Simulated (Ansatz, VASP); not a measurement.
InP in VASP and in Ansatz

File INCAR:

```
SYSTEM = InP
PREC     = Accurate       ! precision mode
ENCUT    = 520            ! plane-wave cutoff, eV
EDIFF    = 1E-6           ! SCF threshold, eV
ISMEAR   = -1             ! smearing method
SIGMA    = 0.05           ! smearing width, eV
LREAL    = .FALSE.        ! projectors in reciprocal space
LASPH    = .TRUE.         ! aspherical terms in the spheres
NELM     = 100            ! most SCF steps
ALGO     = Normal         ! electronic algorithm
ISIF     = 2              ! what is computed and relaxed
LWAVE    = .FALSE.        ! write WAVECAR
LCHARG   = .TRUE.         ! write CHGCAR
GGA      = PS             ! functional
LELF     = .TRUE.         ! ELF
LVHAR    = .TRUE.       
NBANDS   = 16             ! bands
```

Contents of KPOINTS:

```
regular mesh
0
G
  8 8 8
  0 0 0
```

Contents of POSCAR:

```
InP
1.0
    0.0000000000      2.7502506615      2.7502506615
    2.7502506615      0.0000000000      2.7502506615
    2.7502506615      2.7502506615      0.0000000000
In P
1 1
Direct
    0.0000000000      0.0000000000      0.0000000000
    0.5000000000      0.5000000000      0.5000000000
```

Contents of input.yaml:

```yaml
crystal:
  lattice:
    - [0.0, 2.7502506615, 2.7502506615]
    - [2.7502506615, 0.0, 2.7502506615]
    - [2.7502506615, 2.7502506615, 0.0]
  atoms:
    - { symbol: In, position: [0.0, 0.0, 0.0] }
    - { symbol: P, position: [0.5, 0.5, 0.5] }
hamiltonian:
  xc: pbesol
  pseudopotentials: { kind: paw }
kpoints:
  mp_grid: { grid: [8, 8, 8] }
scf:
  occupations: { method: fermi_dirac, width: 0.05 }
output:
  forces: true
  stress: true
  eigenvalues: true
  write_density: true
  write_potential: true
  elf: true
  volumetric_format: npy
```

Measurements of this composition are mostly on another form, of space group No. 216.

Alike in both runs: task single point; functional PBEsol; k mesh 8 × 8 × 8; occupations fermi-dirac, width 0.05 eV; no spin polarisation.

|  | VASP | Ansatz |
| --- | --- | --- |
| version | VASP 6.6.1 | Ansatz 0.2.0 |
| potentials or method | VASP PAW PBE potentials, release 64 (In_d, P) | Ansatz PAW |
| plane-wave cutoff (eV) | 520 | 420 |
| valence electrons in the cell | 18 | 18 |

|  | VASP | Ansatz | Ansatz less VASP |
| --- | --- | --- | --- |
| gap on the k mesh at the Fermi level (eV) | none | none | - |
| pressure (GPa) | -1.9 | -1.9 | -0.05 |

A gap of «none» marks a metal or a gap that the smearing closes.

Caveats: the PAW data sets were made with another functional, which shifts forces and pressure a little (VASP); the PAW data sets come from PBE, with cores solved anew for the run's functional, which leaves a small shift of forces and pressure (Ansatz).
